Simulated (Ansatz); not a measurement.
Starting structure of a cell relaxation (symmetry kept):

```cif
data_structure
_symmetry_space_group_name_H-M 'P-3m1'
_symmetry_Int_Tables_number 164
_cell_length_a 4.5820
_cell_length_b 4.5820
_cell_length_c 7.2440
_cell_angle_alpha 90.000
_cell_angle_beta 90.000
_cell_angle_gamma 120.000
_cell_volume 131.71
loop_
_atom_site_label
_atom_site_type_symbol
_atom_site_symmetry_multiplicity
_atom_site_Wyckoff_symbol
_atom_site_fract_x
_atom_site_fract_y
_atom_site_fract_z
_atom_site_occupancy
Mg1 Mg 2 d 0.33333 0.66667 0.63000 1
Mg2 Mg 1 a 0.00000 0.00000 0.00000 1
Sb1 Sb 2 d 0.33333 0.66667 0.23500 1
```

Level of theory: DFT r2SCAN, scalar-relativistic, plane waves, PAW in Ansatz.

Plane waves to 500 eV, a k mesh through Γ of 6×6×4 on the computed 5-atom cell and Gaussian smearing (0.02 eV); no spin polarisation.

**Question.** What does it relax to?

**Answer.** The volume falls by 0.16 Å³/atom to 26.18 Å³/atom, and the energy falls by 4.0 meV/atom. Final structure:
```
CELL_PARAMETERS angstrom
4.56916 0.00000 0.00000
-2.28458 3.95701 0.00000
0.00000 0.00000 7.24042
ATOMIC_POSITIONS crystal
Mg 0.33333 0.66667 0.63366
Mg 0.66667 0.33333 0.36634
Mg 0.00000 0.00000 0.00000
Sb 0.33333 0.66667 0.22874
Sb 0.66667 0.33333 0.77126
```